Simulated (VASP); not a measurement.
CaO in VASP 6.6.1, single-point calculation

INCAR

```
NELM = 64
PREC = Accurate
LREAL = .FALSE.
IBRION = -1
EDIFF = 1E-7
ISMEAR = -1
LASPH = .TRUE.
NBANDS = 15
NSW = 0
ENCUT = 520
LCHARG = .FALSE.
LWAVE = .FALSE.
SIGMA = 0.02
ISIF = 2
GGA = PE
```

KPOINTS

```
KPOINTS created by Atomic Simulation Environment
0
Gamma
1 1 1
0 0 0
```

POSCAR

```
Ca O
 1.0000000000000000
     0.0000000000000000    2.4694766170000002    2.3630445319000000
     2.4694766170000002    0.0000000000000000    2.3630445319000000
     2.4694766170000002    2.4694766170000002    0.0000000000000000
 Ca  O
   1   1
Cartesian
  0.0000000000000000  0.0000000000000000  0.0000000000000000
  2.4694766169999998  2.4694766169999998  2.3630445319000000
```

The recommended PBE PAW datasets give the neutral cell 16 valence electrons.

Command

```
mpirun -np 1 vasp_std
```

Question: How does this run end, and what does it give?

Answer: It converged. Results: gap between bands v and c on the k mesh 2.19 eV; least direct gap on the k mesh 2.19 eV; pressure 45.3 GPa. Band v is the last that the valence electrons fill when counted band by band, and c is the next.

OSZICAR

```
N       E                     dE             d eps       ncg     rms          rms(c)
DAV:   1     0.138034101382E+03    0.13803E+03   -0.84913E+03    30   0.107E+03
DAV:   2    -0.399688133777E+01   -0.14203E+03   -0.12987E+03    44   0.290E+02
DAV:   3    -0.956057411434E+01   -0.55637E+01   -0.55170E+01    30   0.607E+01
DAV:   4    -0.967053568327E+01   -0.10996E+00   -0.10993E+00    45   0.810E+00
DAV:   5    -0.967071940282E+01   -0.18372E-03   -0.18372E-03    30   0.393E-01    0.127E+01
DAV:   6    -0.426243416278E+01    0.54083E+01   -0.18697E+01    30   0.234E+01    0.423E+00
DAV:   7    -0.414360376308E+01    0.11883E+00   -0.64727E-01    37   0.491E+00    0.281E+00
DAV:   8    -0.420006225527E+01   -0.56458E-01   -0.16254E-01    30   0.394E+00    0.377E-01
DAV:   9    -0.420162545927E+01   -0.15632E-02   -0.47609E-02    37   0.127E+00    0.320E-01
DAV:  10    -0.419982811243E+01    0.17973E-02   -0.11050E-02    30   0.677E-01    0.410E-02
DAV:  11    -0.419981941130E+01    0.87011E-05   -0.25223E-04    37   0.133E-01    0.150E-02
DAV:  12    -0.419981485238E+01    0.45589E-05   -0.13032E-05    30   0.284E-02    0.373E-03
DAV:  13    -0.419981483757E+01    0.14815E-07   -0.54197E-07    37   0.658E-03
   1 F= -.41998148E+01 E0= -.41998148E+01  d E =-.604813E-14
```

Standard output (part)

```
POSCAR found type information on POSCAR CaO
 POSCAR found :  2 types and       2 ions
 LDA part: xc-table for (Slater+PW92), standard interpolation
 POSCAR, INCAR and KPOINTS ok, starting setup
 WAVECAR not read
 entering main loop
```

These settings aren't sound, so the numbers aren't properties of the crystal.

The fault: one k point for a small cell.

On sound settings PBE gives a gap of 3.49 eV on its mesh and a pressure of -1.3 GPa for the intended cell. This run's energy (σ→0) differs from it by 4294 meV an atom.
